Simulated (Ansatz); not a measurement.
Born–Oppenheimer molecular dynamics of a periodic cell of 16 atoms, SiNi (start crystal SiNi, start structure P2_13, volume 1.1 times the crystal's). It goes on from the last frame of an earlier run, with new velocities.

Computed with DFT PBE, scalar-relativistic, plane waves, PAW (Ansatz). Settings: accuracy low, PAW set soft_1, cutoff 420 eV, k mesh 2x2x2, fermi-dirac smearing 0.3 eV, no spin polarisation.

```yaml
ensemble: NVT, Langevin thermostat
time_step: 3 fs
steps_asked: 300
set_temperature: 2100 K
friction: 0.05 /fs
seed: 204432
```

Frames 3 fs apart, positions in Å, forces in eV/Å.

Velocities at 510.0 fs (Å/ps):

```
Si -0.79 -5.80 -4.21
Si 2.95 3.61 3.37
Si -9.50 3.25 -0.03
Si -0.79 -9.99 -5.03
Ni -3.85 -12.01 -5.01
Ni -4.37 3.42 2.36
Ni -14.56 -0.48 -5.61
Ni -0.90 1.12 6.49
Si 0.32 -7.55 -8.45
Si 7.03 20.59 -2.40
Si -4.22 0.08 -13.44
Si 13.39 -1.93 -7.61
Ni -5.69 -6.27 3.53
Ni -5.35 -5.63 -8.83
Ni -0.98 -1.20 1.53
Ni -0.19 -12.63 0.07
```

```xyz
16
Lattice="0.0000 4.6419 4.6419 4.6419 0.0000 4.6419 4.6419 4.6419 0.0000" Properties=species:S:1:pos:R:3:forces:R:3 time_fs=510.0 energy_less_start_eV=-1.318 T=2273
Si 3.178 3.422 4.135 1.43 -1.15 -0.14
Si 4.222 5.077 5.970 0.05 0.41 0.06
Si 6.988 3.332 6.403 -1.17 0.26 -1.25
Si 4.477 5.118 2.854 -1.01 -0.74 -1.01
Ni -0.171 1.534 -1.328 -0.11 0.18 1.02
Ni 1.147 4.041 3.405 -0.39 2.10 0.01
Ni 2.004 1.272 2.802 1.46 -0.16 -0.85
Ni 4.505 3.361 1.445 0.00 -0.66 0.13
Si 8.149 8.257 8.499 -0.42 1.33 -0.74
Si 7.235 5.648 5.149 0.48 -0.29 -0.71
Si 6.311 9.138 5.634 0.22 0.79 0.14
Si 6.360 6.956 6.893 0.51 -0.42 1.19
Ni 5.002 6.722 4.147 -0.28 -1.89 2.66
Ni 5.801 3.874 4.161 -0.34 0.10 0.80
Ni 2.343 6.482 4.708 0.07 -1.13 -0.11
Ni 4.316 2.398 6.451 -0.51 1.27 -1.20
16
Lattice="0.0000 4.6419 4.6419 4.6419 0.0000 4.6419 4.6419 4.6419 0.0000" Properties=species:S:1:pos:R:3:forces:R:3 time_fs=513.0 energy_less_start_eV=-1.279 T=2177
Si 3.178 3.406 4.126 1.45 -1.08 -0.15
Si 4.235 5.097 5.979 -0.07 0.24 -0.26
Si 6.959 3.340 6.404 -0.91 0.24 -1.48
Si 4.478 5.099 2.846 -1.19 -0.59 -0.88
Ni -0.183 1.502 -1.342 -0.07 0.39 1.16
Ni 1.143 4.051 3.413 -0.51 1.79 -0.09
Ni 1.958 1.268 2.782 1.79 -0.09 -0.88
Ni 4.505 3.364 1.467 -0.12 -1.02 0.09
Si 8.142 8.242 8.476 -0.47 1.45 -0.59
Si 7.251 5.700 5.143 0.50 -0.86 -1.11
Si 6.291 9.135 5.594 0.30 0.82 0.41
Si 6.399 6.942 6.879 0.01 -0.15 1.50
Ni 4.980 6.705 4.156 -0.19 -1.66 2.68
Ni 5.781 3.859 4.132 -0.14 0.02 0.92
Ni 2.341 6.477 4.715 0.07 -0.99 -0.07
Ni 4.315 2.362 6.452 -0.45 1.48 -1.25
16
Lattice="0.0000 4.6419 4.6419 4.6419 0.0000 4.6419 4.6419 4.6419 0.0000" Properties=species:S:1:pos:R:3:forces:R:3 time_fs=516.0 energy_less_start_eV=-1.118 T=2240
Si 3.179 3.393 4.124 1.58 -1.06 -0.25
Si 4.257 5.136 5.978 -0.22 0.04 -0.59
Si 6.928 3.351 6.394 -0.55 0.21 -1.61
Si 4.491 5.091 2.846 -1.61 -0.63 -1.01
Ni -0.202 1.477 -1.358 -0.03 0.52 1.39
Ni 1.155 4.060 3.419 -0.82 1.51 -0.28
Ni 1.914 1.269 2.760 2.20 -0.01 -0.93
Ni 4.516 3.371 1.480 -0.42 -1.34 0.14
Si 8.129 8.239 8.446 -0.38 1.45 -0.48
Si 7.261 5.730 5.142 0.52 -1.26 -1.46
Si 6.272 9.122 5.546 0.47 1.02 0.86
Si 6.426 6.925 6.874 -0.35 0.10 1.76
Ni 4.954 6.689 4.158 -0.12 -1.17 2.74
Ni 5.756 3.856 4.105 0.08 -0.22 1.10
Ni 2.334 6.474 4.725 0.09 -0.85 -0.08
Ni 4.312 2.329 6.447 -0.43 1.68 -1.29
16
Lattice="0.0000 4.6419 4.6419 4.6419 0.0000 4.6419 4.6419 4.6419 0.0000" Properties=species:S:1:pos:R:3:forces:R:3 time_fs=519.0 energy_less_start_eV=-0.818 T=2113
Si 3.178 3.374 4.125 1.78 -1.04 -0.40
Si 4.275 5.184 5.965 -0.37 -0.19 -0.93
Si 6.902 3.357 6.382 -0.20 0.23 -1.77
Si 4.514 5.081 2.835 -2.10 -0.53 -1.16
Ni -0.229 1.457 -1.380 0.05 0.58 1.70
Ni 1.178 4.072 3.419 -1.23 1.32 -0.63
Ni 1.876 1.285 2.735 2.58 -0.01 -0.96
Ni 4.530 3.376 1.484 -0.76 -1.59 0.19
Si 8.117 8.240 8.412 -0.32 1.43 -0.39
Si 7.263 5.748 5.142 0.56 -1.56 -1.74
Si 6.256 9.102 5.489 0.64 1.37 1.50
Si 6.442 6.917 6.864 -0.58 0.26 2.02
Ni 4.928 6.680 4.158 -0.05 -0.82 2.68
Ni 5.732 3.863 4.081 0.33 -0.52 1.35
Ni 2.320 6.476 4.731 0.10 -0.75 -0.13
Ni 4.310 2.309 6.444 -0.45 1.82 -1.34
16
Lattice="0.0000 4.6419 4.6419 4.6419 0.0000 4.6419 4.6419 4.6419 0.0000" Properties=species:S:1:pos:R:3:forces:R:3 time_fs=522.0 energy_less_start_eV=-0.559 T=1298
Si 3.187 3.354 4.118 1.85 -0.95 -0.40
Si 4.280 5.231 5.946 -0.48 -0.40 -1.15
Si 6.874 3.355 6.389 0.20 0.19 -2.21
Si 4.531 5.075 2.812 -2.37 -0.38 -1.12
Ni -0.249 1.447 -1.404 0.12 0.55 1.96
Ni 1.202 4.083 3.416 -1.68 1.27 -0.83
Ni 1.851 1.304 2.708 2.78 -0.09 -0.84
Ni 4.537 3.376 1.490 -0.98 -1.81 0.21
Si 8.100 8.241 8.387 -0.20 1.42 -0.32
Si 7.258 5.757 5.133 0.60 -1.75 -1.92
Si 6.241 9.087 5.445 0.80 1.55 2.05
Si 6.457 6.906 6.856 -0.74 0.41 2.19
Ni 4.904 6.677 4.162 0.05 -0.65 2.40
Ni 5.713 3.876 4.071 0.45 -0.66 1.51
Ni 2.305 6.476 4.734 0.10 -0.65 -0.16
Ni 4.312 2.300 6.439 -0.50 1.94 -1.38
16
Lattice="0.0000 4.6419 4.6419 4.6419 0.0000 4.6419 4.6419 4.6419 0.0000" Properties=species:S:1:pos:R:3:forces:R:3 time_fs=525.0 energy_less_start_eV=-0.503 T=2067
Si 3.207 3.334 4.107 1.75 -0.82 -0.40
Si 4.267 5.278 5.907 -0.59 -0.54 -0.99
Si 6.843 3.363 6.404 0.61 0.04 -2.80
Si 4.529 5.077 2.785 -2.34 -0.38 -0.92
Ni -0.260 1.441 -1.422 0.14 0.41 2.00
Ni 1.220 4.094 3.412 -2.10 1.27 -0.71
Ni 1.830 1.321 2.685 2.86 -0.19 -0.70
Ni 4.539 3.374 1.498 -1.03 -1.92 0.20
Si 8.070 8.248 8.369 0.12 1.24 -0.25
Si 7.258 5.766 5.122 0.56 -1.79 -1.93
Si 6.240 9.072 5.417 0.85 1.52 2.49
Si 6.468 6.888 6.867 -0.83 0.46 2.17
Ni 4.889 6.667 4.179 0.05 -0.34 1.86
Ni 5.703 3.900 4.085 0.37 -0.59 1.52
Ni 2.280 6.475 4.740 0.12 -0.49 -0.18
Ni 4.321 2.292 6.427 -0.55 2.11 -1.36
16
Lattice="0.0000 4.6419 4.6419 4.6419 0.0000 4.6419 4.6419 4.6419 0.0000" Properties=species:S:1:pos:R:3:forces:R:3 time_fs=528.0 energy_less_start_eV=-0.518 T=2163
Si 3.232 3.315 4.101 1.63 -0.67 -0.44
Si 4.246 5.328 5.865 -0.76 -0.79 -0.64
Si 6.825 3.390 6.415 1.00 -0.27 -3.43
Si 4.514 5.084 2.754 -2.05 -0.34 -0.58
Ni -0.270 1.433 -1.443 0.17 0.25 2.03
Ni 1.237 4.102 3.398 -2.50 1.35 -0.25
Ni 1.822 1.335 2.667 2.71 -0.23 -0.56
Ni 4.537 3.375 1.506 -0.91 -2.00 0.13
Si 8.039 8.269 8.358 0.49 0.99 -0.18
Si 7.271 5.779 5.119 0.45 -1.74 -1.84
Si 6.255 9.056 5.393 0.78 1.42 2.82
Si 6.477 6.870 6.896 -0.89 0.45 2.00
Ni 4.877 6.654 4.205 0.12 0.04 1.04
Ni 5.699 3.937 4.104 0.20 -0.42 1.44
Ni 2.243 6.483 4.747 0.13 -0.33 -0.22
Ni 4.334 2.292 6.418 -0.58 2.30 -1.33
16
Lattice="0.0000 4.6419 4.6419 4.6419 0.0000 4.6419 4.6419 4.6419 0.0000" Properties=species:S:1:pos:R:3:forces:R:3 time_fs=531.0 energy_less_start_eV=-0.542 T=2098
Si 3.260 3.302 4.094 1.47 -0.50 -0.47
Si 4.229 5.369 5.833 -0.96 -1.10 -0.25
Si 6.818 3.425 6.410 1.30 -0.60 -3.93
Si 4.494 5.109 2.718 -1.64 -0.73 -0.22
Ni -0.276 1.432 -1.465 0.25 0.11 2.09
Ni 1.259 4.104 3.380 -2.82 1.48 0.53
Ni 1.829 1.346 2.648 2.40 -0.18 -0.42
Ni 4.532 3.382 1.501 -0.76 -1.99 0.19
Si 8.013 8.298 8.354 0.80 0.80 -0.11
Si 7.284 5.795 5.121 0.34 -1.67 -1.80
Si 6.274 9.044 5.389 0.76 1.31 2.76
Si 6.495 6.848 6.934 -1.01 0.46 1.80
Ni 4.862 6.641 4.228 0.35 0.45 0.21
Ni 5.695 3.977 4.116 -0.03 -0.25 1.27
Ni 2.206 6.498 4.744 0.12 -0.28 -0.23
Ni 4.340 2.301 6.419 -0.57 2.68 -1.42
16
Lattice="0.0000 4.6419 4.6419 4.6419 0.0000 4.6419 4.6419 4.6419 0.0000" Properties=species:S:1:pos:R:3:forces:R:3 time_fs=534.0 energy_less_start_eV=-0.651 T=2643
Si 3.293 3.298 4.089 1.20 -0.31 -0.50
Si 4.216 5.394 5.794 -1.15 -1.40 0.43
Si 6.817 3.448 6.388 1.37 -0.73 -3.97
Si 4.461 5.149 2.680 -1.17 -1.54 0.25
Ni -0.285 1.442 -1.482 0.31 -0.11 1.94
Ni 1.279 4.110 3.361 -2.79 1.58 1.37
Ni 1.836 1.351 2.628 2.05 -0.14 -0.26
Ni 4.525 3.385 1.496 -0.60 -1.80 0.33
Si 7.992 8.331 8.358 0.95 0.68 -0.07
Si 7.285 5.817 5.122 0.30 -1.62 -1.91
Si 6.301 9.037 5.416 0.69 1.10 2.20
Si 6.512 6.814 6.967 -1.16 0.53 1.73
Ni 4.841 6.640 4.245 0.67 0.84 -0.63
Ni 5.681 4.007 4.131 -0.26 0.00 0.98
Ni 2.160 6.513 4.734 0.13 -0.33 -0.27
Ni 4.340 2.313 6.422 -0.53 3.26 -1.63
16
Lattice="0.0000 4.6419 4.6419 4.6419 0.0000 4.6419 4.6419 4.6419 0.0000" Properties=species:S:1:pos:R:3:forces:R:3 time_fs=537.0 energy_less_start_eV=-0.685 T=3029
Si 3.317 3.315 4.095 1.02 -0.31 -0.57
Si 4.205 5.403 5.735 -1.36 -1.78 1.55
Si 6.821 3.458 6.369 1.36 -0.81 -3.88
Si 4.430 5.176 2.647 -0.73 -1.88 0.68
Ni -0.302 1.462 -1.496 0.35 -0.41 1.62
Ni 1.297 4.121 3.341 -2.72 1.70 2.15
Ni 1.849 1.350 2.617 1.55 -0.08 -0.06
Ni 4.515 3.385 1.507 -0.29 -1.62 0.26
Si 7.968 8.362 8.373 1.02 0.58 -0.09
Si 7.281 5.840 5.120 0.31 -1.54 -2.06
Si 6.343 9.039 5.455 0.34 0.76 1.66
Si 6.516 6.772 6.992 -1.24 0.58 1.72
Ni 4.806 6.652 4.263 1.08 1.30 -1.67
Ni 5.669 4.030 4.152 -0.42 0.22 0.72
Ni 2.102 6.522 4.726 0.16 -0.36 -0.32
Ni 4.333 2.326 6.419 -0.42 3.63 -1.69
16
Lattice="0.0000 4.6419 4.6419 4.6419 0.0000 4.6419 4.6419 4.6419 0.0000" Properties=species:S:1:pos:R:3:forces:R:3 time_fs=540.0 energy_less_start_eV=-0.555 T=3323
Si 3.349 3.338 4.103 0.80 -0.36 -0.62
Si 4.195 5.395 5.673 -1.52 -2.18 2.72
Si 6.821 3.458 6.354 1.37 -0.88 -3.82
Si 4.403 5.190 2.619 -0.39 -1.92 0.91
Ni -0.322 1.484 -1.505 0.43 -0.72 1.31
Ni 1.319 4.134 3.324 -2.68 1.83 2.77
Ni 1.866 1.346 2.603 1.05 -0.02 0.17
Ni 4.505 3.382 1.528 0.08 -1.47 0.04
Si 7.927 8.393 8.395 1.29 0.45 -0.14
Si 7.285 5.867 5.111 0.28 -1.41 -2.10
Si 6.396 9.055 5.493 -0.14 0.27 1.26
Si 6.522 6.731 7.015 -1.30 0.54 1.61
Ni 4.763 6.658 4.273 1.46 1.99 -2.58
Ni 5.672 4.049 4.162 -0.62 0.39 0.53
Ni 2.039 6.523 4.723 0.20 -0.29 -0.40
Ni 4.325 2.342 6.420 -0.32 3.78 -1.65
16
Lattice="0.0000 4.6419 4.6419 4.6419 0.0000 4.6419 4.6419 4.6419 0.0000" Properties=species:S:1:pos:R:3:forces:R:3 time_fs=543.0 energy_less_start_eV=-0.343 T=2602
Si 3.389 3.337 4.101 0.45 -0.15 -0.58
Si 4.194 5.385 5.626 -1.59 -2.62 3.60
Si 6.819 3.453 6.348 1.38 -0.89 -3.81
Si 4.376 5.203 2.597 -0.17 -1.87 0.93
Ni -0.343 1.502 -1.517 0.58 -1.08 1.13
Ni 1.340 4.148 3.317 -2.57 1.90 3.17
Ni 1.876 1.344 2.574 0.66 0.03 0.50
Ni 4.499 3.371 1.553 0.42 -1.28 -0.20
Si 7.883 8.431 8.411 1.77 0.23 -0.19
Si 7.307 5.890 5.091 0.10 -1.24 -1.82
Si 6.450 9.086 5.523 -0.53 -0.41 0.89
Si 6.536 6.697 7.044 -1.27 0.40 1.21
Ni 4.728 6.653 4.274 1.70 2.80 -3.24
Ni 5.685 4.056 4.159 -0.92 0.60 0.39
Ni 1.982 6.522 4.719 0.24 -0.15 -0.44
Ni 4.323 2.367 6.420 -0.24 3.73 -1.53
```

Of the whole run (900 fs, mean temperature of the second half 2163 K): A run of 0.9 ps of so small a system gives no equilibrium averages. Spin polarisation was left off. Limits of this set-up: coarse k mesh, magnetic elements without spin, low accuracy level.

Time of the run: 22 min on 2 threads of Arm Neoverse V2, on a shared host, peak memory 0.78 GiB.
